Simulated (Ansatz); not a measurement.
Runs of Ansatz 0.2.0 on CuI. The structure is tetragonal, space group P4/nmm (No. 129). Conventional cell: a = 4.090 Å, b = 4.090 Å, c = 6.551 Å, α = 90.00°, β = 90.00°, γ = 90.00°. Around I (site symmetry 4mm) lie 4 Cu at 2.65 Å. Cu (site symmetry -4m2) has 4 I at 2.65 Å and 4 Cu at 2.89 Å as nearest neighbours. Measurements of this composition are mostly on another form, of space group No. 216.

```csv
task,level,cutoff (eV),points for each segment of the path,gap on the mesh (eV),pressure (GPa),largest force (eV/Å)
band structure,PBE,420,14,(a),1.3,0.15
band structure,PBEsol,420,14,(b),-1.7,0.23
band structure,LDA,420,14,1.41,-3.6,0.49
band structure,r2SCAN,500,14,2.09,0.2,0.01
```

Alike in all rows: potentials or basis Ansatz PAW; no spin polarisation; cell as given; k mesh 7 × 7 × 4; smearing fermi-dirac 0.05 eV.

**Question.** Estimate the missing entries.

**Answer.** (a) 1.61; (b) 1.49.

Caveats: spin-orbit coupling is left out, which moves the levels of the heavy elements; the PAW data sets come from PBE, with cores solved anew for the run's functional, which leaves a small shift of forces and pressure (some runs); this functional lacks dispersion, which binds the layers, so the pressure and a relaxed spacing across them are unreliable (some runs).

A k mesh can miss the band edges, and the runs leave out spin-orbit coupling on I.
